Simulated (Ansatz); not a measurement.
# TiO2: response to biaxial strain in the a-b plane

Aim: apply biaxial strain in the a-b plane to TiO2 from -3 to +3 %, where the length and tilt of c and the atoms relax, and follow energy, stress and any gap.

Computed with Ansatz 0.2.0 (DFT r2SCAN, scalar-relativistic, plane waves, PAW, unless a step's input says otherwise).

2 further runs of the same task are left out: 2 set aside as unsound or not needed.

### Step 1. Starting point

Symmetry: I4_1/amd, No. 141, tetragonal system. The conventional cell has a = 3.778 Å, b = 3.778 Å, c = 9.584 Å, α = 90.00°, β = 90.00°, γ = 90.00°. Ti (site symmetry -4m2) is surrounded by 6 O at 1.93 to 1.99 Å. Around O (site symmetry 2mm) lie 3 Ti at 1.93 to 1.99 Å.

As a file:

```cif
data_structure
_symmetry_space_group_name_H-M 'P 1'
_symmetry_Int_Tables_number 1
_cell_length_a 3.7777
_cell_length_b 3.7777
_cell_length_c 9.5840
_cell_angle_alpha 90.000
_cell_angle_beta 90.000
_cell_angle_gamma 90.000
_cell_volume 136.77
loop_
_atom_site_label
_atom_site_type_symbol
_atom_site_fract_x
_atom_site_fract_y
_atom_site_fract_z
_atom_site_occupancy
Ti1 Ti 0.00000 0.50000 0.75000 1
Ti2 Ti 0.50000 0.50000 0.00000 1
Ti3 Ti 0.50000 0.00000 0.25000 1
Ti4 Ti 0.00000 0.00000 0.50000 1
O1 O 0.00000 0.50000 0.95725 1
O2 O 0.50000 0.50000 0.79275 1
O3 O 0.50000 0.00000 0.04275 1
O4 O 0.00000 0.00000 0.70725 1
O5 O 0.50000 0.00000 0.45725 1
O6 O 0.00000 0.00000 0.29275 1
O7 O 0.00000 0.50000 0.54275 1
O8 O 0.50000 0.50000 0.20725 1
```

It goes back to an entry of the Materials Project, which need not be the stable form.

### Step 2. Zero strain

Input file input.yaml:

```yaml
crystal:
  lattice:
    - [3.7777089788, 0.0, 0.0]
    - [0.0, 3.7777089788, 0.0]
    - [0.0, 0.0, 9.5840256423]
  atoms:
    - { symbol: Ti, position: [0.0, 0.5, 0.75] }
    - { symbol: Ti, position: [0.5, 0.5, 0.0] }
    - { symbol: Ti, position: [0.5, 0.0, 0.25] }
    - { symbol: Ti, position: [0.0, 0.0, 0.5] }
    - { symbol: O, position: [0.0, 0.5, 0.9572470736] }
    - { symbol: O, position: [0.5, 0.5, 0.7927529264] }
    - { symbol: O, position: [0.5, 0.0, 0.0427529264] }
    - { symbol: O, position: [0.0, 0.0, 0.7072470736] }
    - { symbol: O, position: [0.5, 0.0, 0.4572470736] }
    - { symbol: O, position: [0.0, 0.0, 0.2927529264] }
    - { symbol: O, position: [0.0, 0.5, 0.5427529264] }
    - { symbol: O, position: [0.5, 0.5, 0.2072470736] }
basis:
  ecutwfc: 500
kpoints:
  mp_grid: { grid: [6, 6, 4] }
hamiltonian:
  xc: r2scan
scf:
  occupations: { method: gaussian, width: 0.02 }
output:
  forces: true
  stress: true
  eigenvalues: true
```

On the command line:

```console
> ansatz run input.yaml --threads 1 --pin off --max-ram 2560MiB --backend cpu --events-out ev --progress --plain --runs-dir out
```

Further runs follow: the gap over the whole zone; At -1.0 %; band edges over the zone at -1.0 %; strain +1.0 %; seeking the band edges at +1.0 %; the cell strained by -2.0 %; the gap over the whole zone at -2.0 %; At +2.0 %; seeking the band edges at +2.0 %; strain -3.0 %; seeking the band edges at -3.0 %; the cell strained by +3.0 %; band edges over the zone at +3.0 %.

Q: Predict the outcome of this session. Wanted: (1/V) d²E/dε² at zero strain, cubic fit; strain of the free axis c per applied strain; gap shift, negative and positive side.

The runs gave:

| quantity | value |
| --- | --- |
| largest energy cost | 19.3 meV/atom at +3.0 % |
| (1/V) d²E/dε² at zero strain, cubic fit | 597 GPa |
| strain of the free axis c per applied strain | -1.46 |
| gap shift, negative and positive side | -108, -97 meV per % |

In words: From the curvature follows twice the biaxial modulus: 597 GPa. The free axis c moves against the applied strain (factor -1.46). The gap runs from 2.88 eV at -3.0 % through 2.53 to 2.28 eV at +3.0 %.
